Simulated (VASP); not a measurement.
# Si: single point with PBE

Si:

```xyz
12
Lattice="1.9144 -5.3527 0.0000 1.9144 5.3527 0.0000 0.0000 0.0000 12.6727" Properties=species:S:1:pos:R:3 pbc="T T T"
Si    1.9144   -2.7541   11.9771
Si    1.9144    2.7541    0.6956
Si    1.9144   -2.7541    7.0320
Si    1.9144    2.7541    5.6407
Si    1.9144    0.7635    1.9931
Si    1.9144   -0.7635   10.6797
Si    1.9144    0.7635    4.3433
Si    1.9144   -0.7635    8.3294
Si    1.9144   -5.0451   11.5242
Si    1.9144    5.0451    1.1485
Si    1.9144   -5.0451    7.4849
Si    1.9144    5.0451    5.1878
```

This isn't the form of Si at room conditions, which is diamond.

```json
{
  "Program": "VASP 6.6.1",
  "Task": "single point",
  "Functional": "PBE",
  "Potentials or basis": "VASP PAW PBE potentials, release 64 (Si)",
  "Cutoff": "520 eV",
  "k mesh": "6 × 6 × 2",
  "Occupations": "gaussian, width 0.1 eV",
  "Spin": "no spin polarisation"
}
```

* Pressure: 1.3 GPa
* Largest force: 0.029 eV/Å
* Band gap on the k mesh: 0.51 eV, indirect (least direct gap 0.57 eV)

Forces on the atoms (eV/Å):
```
Si   0.000  0.026 -0.011
Si   0.000 -0.026  0.011
Si   0.000  0.026  0.011
Si   0.000 -0.026 -0.011
Si   0.000  0.006 -0.001
Si   0.000 -0.006  0.001
Si   0.000  0.006  0.001
Si   0.000 -0.006 -0.001
Si   0.000 -0.012 -0.024
Si   0.000  0.012  0.024
Si   0.000 -0.012  0.024
Si   0.000  0.012 -0.024
```

Stress tensor (GPa, compression positive):
```
1.44 0.00 0.00
0.00 1.22 0.00
0.00 0.00 1.20
```

Levels at points of the mesh, in eV from the valence-band top:
```csv
k point,band 21,band 22,band 23,band 24,band 25,band 26,band 27,band 28
"(0.00, 0.00, 0.00)",-1.29,-0.99,-0.55,-0.47,0.68,1.25,1.32,1.38
"(0.50, 0.00, 0.00)",-2.17,-2.03,-2.00,-1.23,1.25,1.34,1.42,1.68
"(0.50, 0.50, 0.00)",-1.08,-0.77,-0.41,0.00,0.57,0.71,1.57,1.81
"(0.00, 0.00, 0.50)",-1.07,-1.07,-0.90,-0.90,1.07,1.07,1.47,1.47
"(0.50, 0.00, 0.50)",-1.99,-1.99,-1.64,-1.64,1.43,1.43,1.89,1.89
"(0.50, 0.50, 0.50)",-1.11,-1.11,-0.12,-0.12,0.52,0.52,1.70,1.70
```

It took 8.5 min on 1 thread of AMD EPYC 7R13 Processor (Zen 3) (shared host), peak memory 0.46 GiB.

A k mesh can miss the band edges. Expect the measured gap to be larger: semilocal functionals such as PBE lack the derivative discontinuity.
